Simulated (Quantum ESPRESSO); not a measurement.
## GaN: zone-centre phonons and dielectric response under several settings

```
Ga N
1.0
     0.00000    2.25350    2.25350
     2.25350    0.00000    2.25350
     2.25350    2.25350    0.00000
Ga N
1 1
Cartesian
  0.0000 0.0000 0.0000
  1.1268 1.1268 1.1268
```

The cell is a database's computed one.

All runs used Quantum ESPRESSO 7.5; potentials PseudoDojo 0.4.1 SR PBE standard; k mesh 8 × 8 × 8, shifted; no spin polarisation; cutoff 1143 eV; occupations smeared at first, fixed for the response.

```tsv
level	geometry	volume (Å³/atom)	pressure (GPa)	lowest optical mode without the field (cm⁻¹)	highest mode with the field (cm⁻¹)	ε∞ (mean)	ε0 (mean)	Born charge of atom 1 (e)
vdW-DF-cx	relaxed cell	?	0.0	?	?	?	?	?
RPBE	relaxed cell	12.04	0.0	505	682	6.14	11.2	2.71
RPBE	given cell, atoms relaxed	11.44	9.3	545	725	5.82	10.3	2.69
```

**Question.** What stands in the row left open?

**Answer.** Volume 11.46 Å³/atom; lowest optical mode without the field 536 cm⁻¹; highest mode with the field 711 cm⁻¹; ε∞ 6.05; ε0 10.7; Born charge of atom 1 2.68 e.

Caveats: the potentials were made for another functional, which shifts forces and pressure; before the sum rule the acoustic modes lie tens of cm⁻¹ from zero, a sign that the density grid also shifts the optical modes (some runs); the cell is more than 3 GPa from zero pressure, which shifts response properties (some runs).

For the row left open. Caveat: the potentials were made for another functional, which shifts forces and pressure; before the sum rule the acoustic modes lie tens of cm⁻¹ from zero, a sign that the density grid also shifts the optical modes.
